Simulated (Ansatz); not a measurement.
MnS:

```
Mn S
1.0
     0.00000    2.60450    2.60450
     2.60450    0.00000    2.60450
     2.60450    2.60450    0.00000
Mn S
1 1
Direct
  0.00000 0.00000 0.00000
  0.50000 0.50000 0.50000
```

* Program: Ansatz 0.2.0
* Task: relaxation of cell and atoms
* Functional: RPBE
* Dispersion: D3(BJ)
* Potentials or basis: Ansatz PAW
* Cutoff: 420 eV (not typed: the program's choice for these potentials)
* k mesh: 9 × 9 × 9
* Occupations: fermi-dirac, width 0.05 eV
* Spin: collinear spin, ferromagnetic start
* Starting moments: [4.0, 0.0] μB

At the start: volume 17.67 Å³/atom.

Problem. How do energy, volume and symmetry change on relaxing?

Solution. It ends after 8 steps and the volume is 15.79 Å³/atom (-10.6 %); space group Fm-3m (No. 225, to 0.05 Å); moment 4.43 μB per cell.

The path:
```tsv
step	energy change (eV)	largest force (eV/Å)	volume (Å³)
1	0.0000	0.0000	35.33
2	-0.2869	0.0000	32.87
3	-0.4204	0.0000	31.63
4	-0.4216	0.0000	31.60
5	-0.4219	0.0000	31.57
6	-0.4219	0.0000	31.58
7	-0.4219	0.0000	31.58
8	-0.4203	0.0000	31.58
```

Final structure:
```
Mn S
1.0
     0.00000    2.50874    2.50874
     2.50874    0.00000    2.50874
     2.50874    2.50874    0.00000
Mn S
1 1
Direct
  0.00000 0.00000 0.00000
  0.50000 0.50000 0.50000
```

Caveat: the plane-wave basis is chosen anew once the cell has moved, so the energies of steps on either side of that aren't comparable; the volume moved by -11 % from the deposited cell, more than functionals usually miss; a cell with one magnetic atom can't hold antiferromagnetic order, which such compounds often take; the PAW data sets come from PBE, with cores solved anew for the run's functional, which leaves a small shift of forces and pressure.
